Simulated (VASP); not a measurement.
A run of VASP 6.6.1:

The input INCAR:

```
PREC = Accurate
ENCUT = 600
EDIFF = 1E-7
ISMEAR = 0
SIGMA = 0.02
LREAL = F
LASPH = T
NELM = 100
ALGO = Normal
ISIF = 3
LWAVE = F
LCHARG = F
GGA = PE
IVDW = 12
IBRION = 2
NSW = 90
EDIFFG = -0.005
```

The input KPOINTS:

```
regular mesh
0
Gamma
  8 8 8
```

The input POSCAR:

```
AlAs
1.0
    0.0000000000      2.8379008000      2.8379008000
    2.8379008000      0.0000000000      2.8379008000
    2.8379008000      2.8379008000      0.0000000000
Al As
1 1
Direct
    0.0000000000      0.0000000000      0.0000000000
    0.2500000000      0.2500000000      0.2500000000
```

Potentials or basis: VASP PAW PBE potentials, release 64 (Al, As).

Command:

```console
$ cat potpaw_PBE.64/Al/POTCAR potpaw_PBE.64/As/POTCAR > POTCAR
$ mpirun -np 1 vasp_std > vasp.out
```

Hardware: 1 thread of Intel(R) Xeon(R) Platinum 8559C (Emerald Rapids), on a shared host.

Q: Estimate the wall time of this run.

A: Run time: 17 s on 1 thread of Intel(R) Xeon(R) Platinum 8559C (Emerald Rapids), on a shared host, peak memory 0.19 GiB. Counts: scf iterations 25, k points 29, ion steps 3.
